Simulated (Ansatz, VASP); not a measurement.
# Two plane-wave programs on Pt

```
Pt
1.0
     2.77469    0.00000    0.00000
     1.38734    2.40295    0.00000
     0.00000    0.00000   28.59313
Pt
7
Direct
  0.00000 0.00000 0.25591
  0.33333 0.33333 0.33793
  0.66667 0.66667 0.41898
  0.00000 0.00000 0.50000
  0.33333 0.33333 0.58102
  0.66667 0.66667 0.66207
  0.00000 0.00000 0.74409
```

Alike in both runs: functional PBE; k mesh 16 × 16 × 1; occupations gaussian, width 0.1 eV; no spin polarisation.

Ansatz relaxed the structure, and its values are those at the end. VASP's run is a single point on that final structure, the one shown.

```csv
,VASP,Ansatz
version,VASP 6.6.1,Ansatz 0.2.0
potentials or method,"VASP PAW PBE potentials, release 64 (Pt)","scalar-relativistic, plane waves, PAW"
plane-wave cutoff (eV),520,420
valence electrons in the cell,70,126
```

VASP gave:

- gap on the k mesh at the Fermi level (eV): none
- rms of the force components (eV/Å): 0.007

Q: Estimate Ansatz's values.

A: gap on the k mesh at the Fermi level (eV): none; rms of the force components (eV/Å): 0.000.

A gap of «none» marks a metal or a gap that the smearing closes. The two sets of potentials don't hold the same shells in valence. Ansatz warned: «gradients_without_spin_orbit».

Spin-orbit coupling is left out, which matters for the levels of Pt.
